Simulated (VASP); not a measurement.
# SnO2 (Cassiterite) (P4_2/mnm) in VASP: settings compared

One crystal, SnO2 (Cassiterite), is run at these levels: LDA, PBE; tasks: single point.

All numbers are computed with VASP 6.6.1; they aren't measurements. Logs are shortened: lines on timing, memory, paths and dates and some standing lists are left out, and cuts for length are marked.

## Step 1: The crystal as given

It takes space group P4_2/mnm (No. 136, tetragonal). The conventional cell has a = 4.738 Å, b = 4.738 Å, c = 3.187 Å, α = 90.00°, β = 90.00°, γ = 90.00°. Sn (site symmetry mmm) has 6 O at 2.05 to 2.06 Å as nearest neighbours. O (site symmetry m2m) is surrounded by 3 Sn at 2.05 to 2.06 Å.

## Step 2: Single point, LDA

INCAR

```
PREC     = Accurate       # precision mode
ENCUT    = 400            # plane-wave cutoff, eV
EDIFF    = 1E-7           # SCF threshold, eV
ISMEAR   = 0              # smearing method
SIGMA    = 0.05           # smearing width, eV
LREAL    = F              # projectors in reciprocal space
LASPH    = T              # aspherical terms in the spheres
NELM     = 100            # most SCF steps
ALGO     = Normal         # electronic algorithm
ISIF     = 2              # what is computed and relaxed
LWAVE    = F              # write WAVECAR
LCHARG   = F              # write CHGCAR
GGA      = CA             # functional
ADDGRID  = F
```

KPOINTS

```
Automatic mesh
0
Gamma
  7 7 10
```

POSCAR

```
SnO2
1.0
    4.7380000000      0.0000000000      0.0000000000
    0.0000000000      4.7380000000      0.0000000000
    0.0000000000      0.0000000000      3.1865000000
Sn O
2 4
Direct
    0.5000000000      0.5000000000      0.5000000000
    0.0000000000      0.0000000000      0.0000000000
    0.8071000000      0.1929000000      0.5000000000
    0.6929000000      0.6929000000      0.0000000000
    0.1929000000      0.8071000000      0.5000000000
    0.3071000000      0.3071000000      0.0000000000
```

Potentials or basis: VASP PAW LDA potentials, release 64 (Sn_d, O).

Started as:

```console
cat potpaw_LDA.64/Sn_d/POTCAR potpaw_LDA.64/O/POTCAR > POTCAR
mpirun -np 1 vasp_std > vasp.out
```

OUTCAR:

```text
PREC = Accurate
   ENCUT = 400
   EDIFF = 1E-7
   ISMEAR = 0
   LREAL = F
   LASPH = T
   NELM = 100
   ISIF = 2
   GGA = CA

 Found     60 irreducible k-points:

 Following reciprocal coordinates:
            Coordinates               Weight
  0.000000  0.000000  0.000000      1.000000
  0.142857  0.000000  0.000000      4.000000
  0.285714  0.000000  0.000000      4.000000
  0.428571  0.000000  0.000000      4.000000
  0.142857  0.142857  0.000000      4.000000
  0.285714  0.142857  0.000000      8.000000
   k-points           NKPTS =     60   k-points in BZ     NKDIM =     60   number of bands    NBANDS=     31
   number of dos      NEDOS =    301   number of ions     NIONS =      6
   total plane-waves  NPLWV =  24576
   dimension x,y,z NGX =    32 NGY =   32 NGZ =   24
   dimension x,y,z NGXF=    64 NGYF=   64 NGZF=   48
   ions per type =               2   4
   NGX,Y,Z   is equivalent  to a cutoff of  11.23, 11.23, 12.52 a.u.
   NGXF,Y,Z  is equivalent  to a cutoff of  22.46, 22.46, 25.04 a.u.
 SYSTEM =  unknown system
   PREC   = accura    normal or accurate (medium, high low for compatibility)
   ISTART =      0    job   : 0-new  1-cont  2-samecut
   ICHARG =      2    charge: 1-file 2-atom 10-const
   ISPIN  =      1    spin polarized calculation?
   LNONCOLLINEAR =      F non collinear calculations
   LSORBIT =      F    spin-orbit coupling
   LASPH  =      T    aspherical Exc in radial PAW
   ENCUT  =  400.0 eV  29.40 Ry    5.42 a.u.   7.73  7.73  5.20*2*pi/ulx,y,z
   NELM   =    100;   NELMIN=  2; NELMDL= -5     # of ELM steps
   EDIFF  = 0.1E-06   stopping-criterion for ELM
   LREAL  =      F    real-space projection
   EDIFFG = 0.1E-05   stopping-criterion for IOM
   NSW    =      0    number of steps for IOM
   IBRION =     -1    ionic relax: 0-MD 1-quasi-New 2-CG
   NFREE  =      0    steps in history (QN), initial steepest desc. (CG)
   ISIF   =      2    stress and relaxation
   ISYM   =      2    0-nonsym 1-usesym 2-fastsym
   POTIM  = 0.5000    time-step for ionic-motion
   TEBEG  =    0.0;   TEEND  =   0.0 temperature during run
   PSTRESS=    0.0 pullay stress
   NELECT =      52.0000    total number of electrons
   NUPDOWN=      -1.0000    fix difference up-down
   EMIN   =  10.00;   EMAX   =-10.00  energy-range for DOS
   EFERMI =   0.00;   METHOD = LEGACY
   ISMEAR =     0;   SIGMA  =   0.05  broadening in eV -4-tet -1-fermi 0-gaus
   EFERMI_NEDOS =   21; number of points for ismear=-14 and -15
   IALGO  =     38    algorithm
   IMIX   =      4    mixing-type and parameters
     AMIX     =   0.40;   BMIX     =  1.00
     AMIX_MAG =   1.60;   BMIX_MAG =  1.00
  volume/ion in A,a.u.               =      11.92        80.45
  Fermi-wavevector in a.u.,A,eV,Ry     =   1.472000  2.781677 29.480903  2.166785
  Thomas-Fermi vector in A             =   2.587068
   LORBIT       =      0    0 simple, 1 ext, 2 COOP (PROOUT), +10 PAW based schemes
   GGA     = CA    functional components
   LHFCALC =     F    Hartree Fock is set to
   AEXX    =    0.0000 exact exchange contribution
   IVDW    =     0    specifies the selected vdW correction
   LEPSILON=     F    determine dielectric tensor
   LRPA    =     F    only Hartree local field effects (RPA)
 non-spin polarized calculation
 Gauss-broadening in eV      SIGMA  =   0.05
  energy-cutoff  :      400.00
  volume of cell :       71.53
 maximum number of plane-waves:      1314
 NGX is ok and might be reduce to    32
   NGX = 15   NGY = 15   NGZ = 11

 number of electron      51.9999984 magnetization

 Free energy of the ion-electron system (eV)
  ---------------------------------------------------
  ext. energy  EPLUGINS =         0.00000000
  ---------------------------------------------------
  free energy    TOTEN  =       -42.35781188 eV

  energy without entropy =      -42.35781188  energy(sigma->0) =      -42.35781188

 E-fermi :   6.1017     XC(G=0): -11.7987

 val. band max:        5.8597824882   @ k =   0.0000   0.0000   0.0000
 cond. band min:       7.0258336738   @ k =   0.0000   0.0000   0.0000
 fundamental gap:      1.1660511856
 Fermi energy:         6.1017033037

 k-point     1 :       0.0000    0.0000    0.0000
  band No.  band energies     occupation
      1     -15.1433      2.00000
      2     -14.3972      2.00000
      3     -14.1028      2.00000
      4     -14.0875      2.00000
      5     -14.0875      2.00000
      6     -13.9901      2.00000
[... 23 lines left out ...]
     30      11.9571      0.00000
     31      15.9783      0.00000

 k-point     2 :       0.1429    0.0000    0.0000
  band No.  band energies     occupation
      1     -15.1127      2.00000
      2     -14.4304      2.00000
      3     -14.1024      2.00000
      4     -14.0861      2.00000
      5     -14.0860      2.00000
      6     -14.0188      2.00000
[... 23 lines left out ...]
     30      12.1493      0.00000
     31      16.1949      0.00000

 k-point     3 :       0.2857    0.0000    0.0000
  band No.  band energies     occupation
      1     -15.0229      2.00000
      2     -14.5402      2.00000
      3     -14.1009      2.00000
      4     -14.0829      2.00000
      5     -14.0827      2.00000
      6     -14.0647      2.00000
[... 23 lines left out ...]
     30      12.4616      0.00000
     31      16.5317      0.00000

 k-point     4 :       0.4286    0.0000    0.0000
  band No.  band energies     occupation
      1     -14.8818      2.00000
      2     -14.7082      2.00000
      3     -14.0977      2.00000
      4     -14.0889      2.00000
      5     -14.0801      2.00000
      6     -14.0800      2.00000
[... 23 lines left out ...]
     30      12.6847      0.00000
     31      16.5830      0.00000

 k-point     5 :       0.1429    0.1429    0.0000
  band No.  band energies     occupation
      1     -15.0873      2.00000
      2     -14.4679      2.00000
      3     -14.1016      2.00000
      4     -14.0880      2.00000
      5     -14.0824      2.00000
      6     -14.0374      2.00000
[... 23 lines left out ...]
     30      12.2622      0.00000
     31      16.2646      0.00000

 k-point     6 :       0.2857    0.1429    0.0000
  band No.  band energies     occupation
      1     -15.0118      2.00000
      2     -14.5795      2.00000
      3     -14.0990      2.00000
      4     -14.0869      2.00000
      5     -14.0798      2.00000
      6     -14.0671      2.00000
[... 23 lines left out ...]
     30      12.5727      0.00000
     31      16.3805      0.00000

 [... further k-points ...]
[... 5 lines left out ...]
  --------------------------------------------------------------------------------------
  -------------------------------------------------------------------------------------
  Total       -2.5431410     -2.5431410     -1.7129742      0.0000000      0.0000000      0.0000000
  in kB      -56.9609199    -56.9609199    -38.3669584      0.0000000      0.0000000      0.0000000
  external PRESSURE =     -50.7629327 kB  Pullay stress =       0.0000000 kB

 VOLUME and BASIS-vectors are now :
 -----------------------------------------------------------------------------
  energy-cutoff  :      400.00
  volume of cell :       71.53
      direct lattice vectors                 reciprocal lattice vectors
     4.738000000  0.000000000  0.000000000     0.211059519  0.000000000  0.000000000
     0.000000000  4.738000000  0.000000000     0.000000000  0.211059519  0.000000000
     0.000000000  0.000000000  3.186500000     0.000000000  0.000000000  0.313823945

 POSITION                                       TOTAL-FORCE (eV/Angst)
 -----------------------------------------------------------------------------------
      2.36900      2.36900      1.59325         0.000000      0.000000     -0.000000
      0.00000      0.00000      0.00000         0.000000      0.000000     -0.000000
      3.82404      0.91396      1.59325        -0.137355      0.137355      0.000000
      3.28296      3.28296      0.00000         0.137355      0.137355      0.000000
      0.91396      3.82404      1.59325         0.137355     -0.137355     -0.000000
      1.45504      1.45504      0.00000        -0.137355     -0.137355     -0.000000
 -----------------------------------------------------------------------------------
    total drift:                                0.000000     -0.000000     -0.000000

  FREE ENERGIE OF THE ION-ELECTRON SYSTEM (eV)
  ---------------------------------------------------
  free  energy   TOTEN  =       -42.3578118774 eV

  energy  without entropy=      -42.3578118774  energy(sigma->0) =      -42.35781188
```

It took 29 s on 1 thread of Intel Xeon 6975P-C (Granite Rapids), shared host; peak memory 0.19 GiB.

These settings aren't checked as converged: the numbers below hold their error.

What came out:

```yaml
Free_energy: -42.3578 eV
Largest_force: 0.194 eV/Å
Band_gap_on_the_k_mesh: 1.17 eV, direct
```

Caveat: the cutoff is under 1.25 times the usual one of these potentials, so pressure, stress and relaxed cells hold a basis-set (Pulay) error; spin-orbit coupling is left out, which moves the levels of the heavy elements.

## Step 3: Single point, PBE

INCAR

```
SYSTEM = SnO2
ALGO     = Normal         ! electronic algorithm
EDIFF    = 1E-6           ! SCF threshold, eV
ENCUT    = 550            ! plane-wave cutoff, eV
GGA      = PE             ! functional
ISIF     = 2              ! what is computed and relaxed
ISMEAR   = 0              ! smearing method
LASPH    = .True.         ! aspherical terms in the spheres
LCHARG   = .False.        ! write CHGCAR
LREAL    = .False.        ! projectors in reciprocal space
LWAVE    = .False.        ! write WAVECAR
NBANDS   = 35             ! bands
NELM     = 80             ! most SCF steps
PREC     = Accurate       ! precision mode
SIGMA    = 0.05           ! smearing width, eV
```

KPOINTS

```
k-points
0
Gamma
  6 6 8
  0 0 0
```

POSCAR

```
SnO2
1.0
    4.7380000000      0.0000000000      0.0000000000
    0.0000000000      4.7380000000      0.0000000000
    0.0000000000      0.0000000000      3.1865000000
Sn O
2 4
Cartesian
    2.3690000000      2.3690000000      1.5932500000
    0.0000000000      0.0000000000      0.0000000000
    3.8240398000      0.9139602000      1.5932500000
    3.2829602000      3.2829602000      0.0000000000
    0.9139602000      3.8240398000      1.5932500000
    1.4550398000      1.4550398000      0.0000000000
```

Potentials or basis: VASP PAW PBE potentials, release 64 (Sn_d_GW, O_GW).

Started as:

```console
cat potpaw_PBE.64/Sn_d_GW/POTCAR potpaw_PBE.64/O_GW/POTCAR > POTCAR
mpirun -np 1 vasp_std > vasp.out
```

It took 98 s on 1 thread of Intel Xeon Platinum 8488C (Sapphire Rapids), shared host; peak memory 0.26 GiB.

The run converged. Its results:

| Property | Result |
| --- | --- |
| Free energy | -37.3473 eV |
| Pressure | 10.7 GPa |
| Largest force | 0.276 eV/Å |
| Band gap on the k mesh | 1.27 eV, direct |

Forces on the atoms (eV/Å):
```
Sn   0.000  0.000  0.000
Sn   0.000  0.000  0.000
O   -0.195  0.195  0.000
O    0.195  0.195  0.000
O    0.195 -0.195  0.000
O   -0.195 -0.195  0.000
```

Stress tensor (GPa, compression positive):
```
 9.71  0.00  0.00
 0.00  9.71  0.00
 0.00  0.00 12.70
```

Levels at points of the mesh, in eV from the valence-band top:
```
           k point  band 24  band 25  band 26  band 27  band 28  band 29
(0.00, 0.00, 0.00)    -0.78    -0.78     0.00     1.27     6.15     6.36
(0.50, 0.00, 0.00)    -1.19    -0.64    -0.64     4.44     4.44     7.10
(0.50, 0.50, 0.00)    -1.31    -0.90    -0.90     4.84     4.84     7.53
(0.00, 0.00, 0.50)    -1.66    -1.26    -1.26     6.23     6.23     9.78
(0.50, 0.00, 0.50)    -1.10    -0.70    -0.70     6.50     6.50     8.07
(0.50, 0.50, 0.50)    -0.97    -0.84    -0.84     4.92     4.92     8.89
```

Caveat: spin-orbit coupling is left out, which moves the levels of the heavy elements. PBE gaps usually lie below the measured ones, often by a third to a half.

## Step 4: Single point, PBE

run.py

```python
from ase.calculators.vasp import Vasp
from ase.dft.bandgap import bandgap
from ase.io import read

atoms = read('SnO2.cif')
calc = Vasp(
    directory='calc',
    xc='pbe',
    pp='PBE',
    setups='gw',
    prec='Accurate',
    encut=550,
    ediff=1e-07,
    ismear=0,
    sigma=0.05,
    lreal=False,
    lasph=True,
    nelm=100,
    algo='Normal',
    isif=2,
    lwave=False,
    lcharg=False,
    kpts=[6, 6, 8],
    gamma=True,
    nbands=35,
)
atoms.calc = calc

print('energy (eV):', atoms.get_potential_energy())
print('free energy (eV):', atoms.get_potential_energy(force_consistent=True))
print('forces (eV/A):')
print(atoms.get_forces())
print('stress (eV/A^3, Voigt):', atoms.get_stress())
print('Fermi level (eV):', calc.get_fermi_level())
gap, top, bottom = bandgap(calc)
print('band gap (eV):', gap, 'from (spin, k, band)', top, 'to', bottom)
```

SnO2.cif

```cif
data_SnO2
_cell_length_a 4.73800000
_cell_length_b 4.73800000
_cell_length_c 3.18650000
_cell_angle_alpha 90.00000000
_cell_angle_beta 90.00000000
_cell_angle_gamma 90.00000000
_space_group_name_H-M_alt 'P1'
_space_group_name_Hall 'P 1'
_space_group_IT_number 1
loop_
_space_group_symop_operation_xyz
'x,y,z'
loop_
_atom_site_label
_atom_site_type_symbol
_atom_site_symmetry_multiplicity
_atom_site_Wyckoff_symbol
_atom_site_fract_x
_atom_site_fract_y
_atom_site_fract_z
_atom_site_occupancy
Sn1 Sn 1 a 0.5000000000 0.5000000000 0.5000000000 1
Sn2 Sn 1 a 0.0000000000 0.0000000000 0.0000000000 1
O1 O 1 a 0.8071000000 0.1929000000 0.5000000000 1
O2 O 1 a 0.6929000000 0.6929000000 0.0000000000 1
O3 O 1 a 0.1929000000 0.8071000000 0.5000000000 1
O4 O 1 a 0.3071000000 0.3071000000 0.0000000000 1
```

Started as:

```console
python run.py
```

Run time: 2 min. Hardware: 1 thread of Intel Xeon Platinum 8488C (Sapphire Rapids), shared host; peak memory 0.27 GiB.

The run converged. Its results:

```yaml
Free_energy: -37.3473 eV
Pressure: 10.8 GPa
Largest_force: 0.276 eV/Å
Band_gap_on_the_k_mesh: 1.27 eV, direct
```

Forces on the atoms (eV/Å):
```
Sn   0.000  0.000  0.000
Sn   0.000  0.000  0.000
O   -0.195  0.195  0.000
O    0.195  0.195  0.000
O    0.195 -0.195  0.000
O   -0.195 -0.195  0.000
```

Stress tensor (GPa, compression positive):
```
 9.75  0.00  0.00
 0.00  9.75  0.00
 0.00  0.00 12.75
```

Levels at points of the mesh, in eV from the valence-band top:
| k point | band 24 | band 25 | band 26 | band 27 | band 28 | band 29 |
| --- | --- | --- | --- | --- | --- | --- |
| (0.00, 0.00, 0.00) | -0.78 | -0.78 | 0.00 | 1.27 | 6.15 | 6.36 |
| (0.50, 0.00, 0.00) | -1.19 | -0.64 | -0.64 | 4.44 | 4.44 | 7.10 |
| (0.50, 0.50, 0.00) | -1.31 | -0.90 | -0.90 | 4.84 | 4.84 | 7.53 |
| (0.00, 0.00, 0.50) | -1.66 | -1.26 | -1.26 | 6.23 | 6.23 | 9.78 |
| (0.50, 0.00, 0.50) | -1.10 | -0.70 | -0.70 | 6.50 | 6.50 | 8.07 |
| (0.50, 0.50, 0.50) | -0.97 | -0.84 | -0.84 | 4.92 | 4.92 | 8.89 |

Caveat: spin-orbit coupling is left out, which moves the levels of the heavy elements. PBE gaps usually lie below the measured ones, often by a third to a half.

## Step 5: The reference run

An earlier run on the cell as given: functional PBEsol; potentials or basis VASP PAW PBE potentials, release 64 (Sn_d, O); cutoff 520 eV; k mesh 6 × 6 × 8; occupations fermi-dirac, width 0.05 eV; no spin polarisation.

- Pressure: 5.4 GPa
- Largest force: 0.229 eV/Å
- Band gap on the k mesh: 1.18 eV, direct
